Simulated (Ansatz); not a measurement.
# Stationary points along a deformation path in MgS

Theory: Ansatz, DFT PBE, scalar-relativistic, plane waves, PAW. The runs took a 420 eV cutoff, a Γ-centred 8×8×8 mesh and Gaussian smearing (0.05 eV). No spin polarisation. Energies are free energies at this smearing, counted from the undisturbed cell; pressure is positive in compression.

Reference structure (as given, not relaxed at this level; it stands at 1.2 GPa):

```
CELL_PARAMETERS angstrom
0.00000 2.60165 2.60165
2.60165 0.00000 2.60165
2.60165 2.60165 0.00000
ATOMIC_POSITIONS crystal
Mg 0.00000 0.00000 0.00000
S 0.50000 0.50000 0.50000
```

At fixed volume and fractional coordinates, lengths along (0.577, 0.577, 0.577) are scaled against those across it; ρ is that ratio over its starting value. V = 17.609 Å³/atom. Δσ is the stress along the axis less the mean stress across it (compression positive).

```csv
ρ,ΔE (meV/atom),Δσ (GPa),space group
0.500,618.4,0.00,Pm-3m
0.600,539.3,12.89,R-3m
0.710,328.2,19.55,R-3m
0.850,92.0,14.19,R-3m
0.930,19.9,7.26,R-3m
1.000,0.0,0.00,Fm-3m
1.080,25.2,-9.19,R-3m
1.200,152.4,-24.23,R-3m
1.410,594.5,-48.83,R-3m
1.700,1224.8,-39.02,R-3m
2.000,1587.4,-23.05,R-3m
```

Q: How does the stress give the slope of the energy, and where is the energy stationary?

A: Along the path d ln(length) is 2/3 d ln ρ on the axis and −1/3 d ln ρ across it, so dE/d ln ρ = −(2/3) V Δσ: the energy falls with ρ where Δσ is positive. Δσ vanishes or changes sign at ρ = 0.500 (Pm-3m, an end of the scan), at 618.4 meV/atom; at ρ = 1.000 (Fm-3m), a minimum at 0.0 meV/atom. Pairs of stationary points between two samples would go unseen, and could change a minimum read from distant neighbours into a maximum. At ρ = 0.500, 1.000 the cell is cubic, where symmetry alone makes the stress isotropic and the slope zero.

Q: Which shear constant sets the curvature at ρ = 1?

A: For a cubic crystal E/V = (2/3) C (ln ρ)² with C = C44, so Δσ = −2C ln ρ. The parabola of Δσ against ln ρ through ρ = 0.930, 1 and 1.080 gives C ≈ 55 GPa with the ions clamped, rough because the steps are large. It is the stress–strain coefficient at this cell's pressure of 1.2 GPa, not the zero-pressure constant.

The gap closes along the scan, which can put kinks into the curve.

Cost: 11 runs of about 0.25 core-minutes in all, on Arm Neoverse V2 (shared hosts).